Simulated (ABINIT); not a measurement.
Runs of ABINIT 10.8.3 (patched build) on Si2W. It takes space group I4/mmm (No. 139, tetragonal). The conventional cell has a = 3.214 Å, b = 3.214 Å, c = 7.830 Å, α = 90.00°, β = 90.00°, γ = 90.00°. W (site symmetry 4/mmm) is surrounded by 10 Si at 2.62 Å. Around Si (site symmetry 4mm) lie 5 Si at 2.59 to 2.63 Å and 5 W at 2.62 Å. 

```tsv
task	level	potentials or basis	cell	cutoff (eV)	cell freedom (optcell)	optimiser (ionmov)	cutoff smearing ecutsm (Ha)	force stop (Ha/bohr)	gap on the mesh (eV)	pressure (GPa)	relaxed volume (Å³/atom)
single point	LDA	PseudoDojo NC SR LDA v0.4.1 standard	as given	816	-	-	-	-	none	-6.4	-
relaxation of cell and atoms	PBE	PseudoDojo NC SR PBE v0.4.1 standard	relaxed	1007	2	2	0.5	2e-05	none	0.0	(a)
single point	PBEsol	PseudoDojo NC SR PBEsol v0.4.1 standard	cell relaxed	1007	-	-	-	-	none	0.0	-
relaxation of cell and atoms	PBEsol	PseudoDojo NC SR PBEsol v0.4.1 standard	relaxed	1007	2	2	0.5	2e-05	none	0.0	13.37
single point	PBE	PseudoDojo NC SR PBE v0.4.1 standard	cell relaxed	1007	-	-	-	-	none	0.0	-
```

Alike in all rows: no spin polarisation; k mesh 9 × 9 × 9; smearing fermi-dirac 0.05 eV.

Problem. Fill in the values left out.

Solution. (a) 13.68.

A k mesh can miss the band edges, and the runs leave out spin-orbit coupling on W.

A gap of «none» marks a metal or a gap under the smearing width.
